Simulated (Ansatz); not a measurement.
# Settings and field gradients in ZnS with hydrogen replacing S

Cell: a supercell of ZnS (wurtzite type, P6_3mc) built from a COD entry, with all atoms left at the host's positions.

```
Zn H S
1.0
     7.62200    0.00000    0.00000
    -5.71650    9.90127    0.00000
     0.00000    0.00000   12.46800
Zn H S
24 1 23
Cartesian
  0.0000 2.2003 0.0000
  0.0000 2.2003 6.2340
  -1.9055 5.5007 0.0000
  -1.9055 5.5007 6.2340
  -3.8110 8.8011 0.0000
  -3.8110 8.8011 6.2340
  3.8110 2.2003 0.0000
  3.8110 2.2003 6.2340
  1.9055 5.5007 0.0000
  1.9055 5.5007 6.2340
  0.0000 8.8011 0.0000
  0.0000 8.8011 6.2340
  1.9055 1.1001 3.1170
  1.9055 1.1001 9.3510
  0.0000 4.4006 3.1170
  0.0000 4.4006 9.3510
  -1.9055 7.7010 3.1170
  -1.9055 7.7010 9.3510
  5.7165 1.1001 3.1170
  5.7165 1.1001 9.3510
  3.8110 4.4006 3.1170
  3.8110 4.4006 9.3510
  1.9055 7.7010 3.1170
  1.9055 7.7010 9.3510
  0.0000 2.2003 2.4001
  0.0000 2.2003 8.6341
  -1.9055 5.5007 2.4001
  -1.9055 5.5007 8.6341
  -3.8110 8.8011 2.4001
  -3.8110 8.8011 8.6341
  3.8110 2.2003 2.4001
  3.8110 2.2003 8.6341
  1.9055 5.5007 2.4001
  1.9055 5.5007 8.6341
  0.0000 8.8011 2.4001
  0.0000 8.8011 8.6341
  1.9055 1.1001 5.5171
  1.9055 1.1001 11.7511
  0.0000 4.4006 5.5171
  0.0000 4.4006 11.7511
  -1.9055 7.7010 5.5171
  -1.9055 7.7010 11.7511
  5.7165 1.1001 5.5171
  5.7165 1.1001 11.7511
  3.8110 4.4006 5.5171
  3.8110 4.4006 11.7511
  1.9055 7.7010 5.5171
  1.9055 7.7010 11.7511
```

Sites (sets of like atoms) are named by element and the number of their first atom in this list.

Reference run. Level of theory: DFT, PBE, plane waves and PAW, scalar-relativistic, collinear spin, 420 eV cutoff, Γ-centred 3×2×2 k-points, Fermi–Dirac smearing 0.01 eV (Ansatz 0.2.0). Start moments as typed (μB): 1 on each H, none on the rest.

It gives V_zz (10²¹ V/m²) Zn1 9.01 (η 0.01), S31 2.96 (η 0.23), among others. Each of these runs changes the input as listed (caps on SCF iterations aside):

A. scf.convergence.dr2_threshold: not typed → 1e-08; hamiltonian.xc: pbe → pbesol
B. hamiltonian.dispersion: not typed → d4

(1) How does each run end, and how far do the gradients move?

Results:

(1) 

```csv
run,Zn1 V_zz (η),S31 V_zz (η),"largest change of a gradient tensor, all atoms",note
A,8.88 (0.01),2.93 (0.23),0.13,converged; another functional
B,9.01 (0.01),2.96 (0.23),0.00,converged
```

Run A moves them most, on Zn1 (V_zz from 9.01 to 8.88); against its own size the tensor moves most on S32 among sites above 0.3 (by 0.06, V_zz from -0.49 to -0.44).

Run A changes scf.convergence.dr2_threshold, hamiltonian.xc together, so the table can't tell their shares apart.

On the reference run: The defect repeats with the cell of 48 atoms, so it feels its images: sites between two images don't show the values beside a lone defect, and zeros or small values of η there can come from the images' arrangement. S and Zn carry a gradient in the pure host already, so the values there aren't the defect's effect alone. The shape of the repeated cell lowers the symmetry of the defect's site from 3m to 1, so η and the spread among like neighbours partly reflect the cell. The defect cell has no gap above 0.1 eV on its mesh, so the values can hang on the smearing and the k-mesh. The run lost most of its start moments on H; a state with other moments may lie lower. The neighbours have not yet relaxed around the defect (largest force 0.51 eV/Å), and relaxing can change the values around it severalfold.
